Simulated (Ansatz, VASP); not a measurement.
## Na: VASP beside Ansatz

```xyz
1
Lattice="-2.1194 2.1194 2.1194 2.1194 -2.1194 2.1194 2.1194 2.1194 -2.1194" Properties=species:S:1:pos:R:3 pbc="T T T"
Na    0.0000    0.0000    0.0000
```

Alike in both runs: task relaxation of cell and atoms; functional LDA; k mesh 11 × 11 × 11; occupations fermi-dirac, width 0.05 eV; no spin polarisation.

```csv
,VASP,Ansatz
version,VASP 6.6.1,Ansatz 0.2.0
potentials or method,"VASP PAW LDA potentials, release 64 (Na_pv)","PAW with Ansatz's default frozen-core files, scalar-relativistic"
plane-wave cutoff (eV),600,420
valence electrons in the cell,7,9
```

```csv
,VASP,Ansatz,Ansatz less VASP
relaxed volume (Å³/atom),33.17,33.38,+0.211
relaxed cell length with the largest relative difference (Å),3.506,3.513,+0.0074
energy change over the relaxation (meV/atom),-17,-16,+0.7
```

The two sets of potentials don't hold the same shells in valence.

LDA usually gives volumes a few per cent too small. Zero-point motion and thermal expansion aren't in these numbers.
